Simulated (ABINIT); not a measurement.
Crystal: PbSe (Clausthalite).

```xyz
2
Lattice="0.0000 3.0606 3.0606 3.0606 0.0000 3.0606 3.0606 3.0606 0.0000" Properties=species:S:1:pos:R:3 pbc="T T T"
Pb    0.0000    0.0000    0.0000
Se    3.0606    3.0606    3.0606
```

Program: ABINIT 10.8.3 (patched build). Alike in all runs: task band structure; cell as given; k mesh 8 × 8 × 8; smearing fermi-dirac 0.05 eV.

Task: Order these runs on this cell by their band gap on the k mesh, lowest first.
A. level LDA; potentials or basis JTH PAW LDA v2.0 sp; spin SOC, no magnetisation; cutoff (eV) 408; fine-grid cutoff 816.342 eV
B. level SCAN; potentials or basis JTH PAW PBE v2.0 sp; spin off; cutoff (eV) 490; fine-grid cutoff 979.61 eV
C. level HCTH407; potentials or basis JTH PAW PBE v2.0 sp; spin off; cutoff (eV) 408; fine-grid cutoff 816.342 eV

Result: A (0.22 eV), B (0.52 eV), C (0.69 eV).

Caveats: this set keeps more shells in the core, which shifts pressures and gaps; spin-orbit coupling is left out, which as a rule narrows the gap of such compounds by several tenths of an eV (some runs).

